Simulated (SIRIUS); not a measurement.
Here is a SIRIUS 7.12.0 calculation.

The input sirius.json:

```json
{
  "control": {
    "processing_unit": "cpu",
    "verbosity": 2,
    "num_bands_to_print": 40,
    "print_forces": true,
    "print_stress": true
  },
  "parameters": {
    "electronic_structure_method": "pseudopotential",
    "xc_functionals": ["XC_GGA_X_PBE_SOL", "XC_GGA_C_PBE_SOL"],
    "gk_cutoff": 9.3,
    "pw_cutoff": 18.6,
    "ngridk": [8, 8, 8],
    "shiftk": [0, 0, 0],
    "smearing": "fermi_dirac",
    "smearing_width": 0.0018374661,
    "num_bands": 40,
    "num_mag_dims": 0,
    "num_dft_iter": 100,
    "energy_tol": 1e-08,
    "density_tol": 1e-06
  },
  "iterative_solver": {
    "type": "davidson",
    "min_tolerance": 1e-10
  },
  "mixer": {
    "type": "anderson",
    "beta": 0.7,
    "max_history": 8
  },
  "settings": {
    "tol_ne": 1e-10,
    "pseudo_grid_cutoff": 6.5
  },
  "unit_cell": {
    "lattice_vectors": [
      [0.228564811172, 0.13196195526, 0.964543503144],
      [-0.228564811172, 0.13196195526, 0.964543503144],
      [0.0, -0.263923910519, 0.964543503144]
    ],
    "lattice_vectors_scale": 16.5355823142,
    "atom_coordinate_units": "lattice",
    "atom_types": ["In", "Se"],
    "atom_files": {
      "Se": "Se.json",
      "In": "In.json"
    },
    "atoms": {
      "In": [
        [0.8886, 0.8886, 0.8886],
        [0.0, 0.0, 0.0]
      ],
      "Se": [
        [0.1719, 0.1719, 0.1719],
        [0.3835, 0.3835, 0.3835]
      ]
    }
  }
}
```

Potentials or basis: PseudoDojo 0.4.1 PBEsol standard (scalar relativistic).

Command:

```sh
$ upf_to_json Se.upf
$ upf_to_json In.upf
$ OMP_NUM_THREADS=4 sirius.scf --input=sirius.json --output=out.json --task=0
```

Problem. What does it give for the pressure?

Solution. 0.3 GPa.

Problem. Predict the band gap on the k mesh.

Solution. 0.33 eV.

Forces on the atoms (eV/Å):
```
In   0.000  0.000  0.306
In   0.000  0.000 -0.288
Se   0.000  0.000 -0.102
Se   0.000  0.000  0.084
```

Caveat: spin-orbit coupling is left out, which moves the levels of the heavy elements.

**What was measured.**

From “The Interaction of Hydrogen with the van der Waals Crystal γ-InSe”, 2020, pmc:7321205, for a bulk crystal of InSe at 300 K: band gap 1.25 eV.

Against the measured gap of InSe, 1.25 eV (300 K; “The Interaction of Hydrogen with the van der Waals Crystal γ-InSe”, 2020, pmc:7321205), the calculated 0.33 eV is off by -0.92 eV. Spin-orbit coupling on In, Se is left out. The value is that of PBEsol on a finite k mesh, which can miss the band edges, without temperature or zero-point motion. Semilocal functionals fall short of measured gaps as a rule.
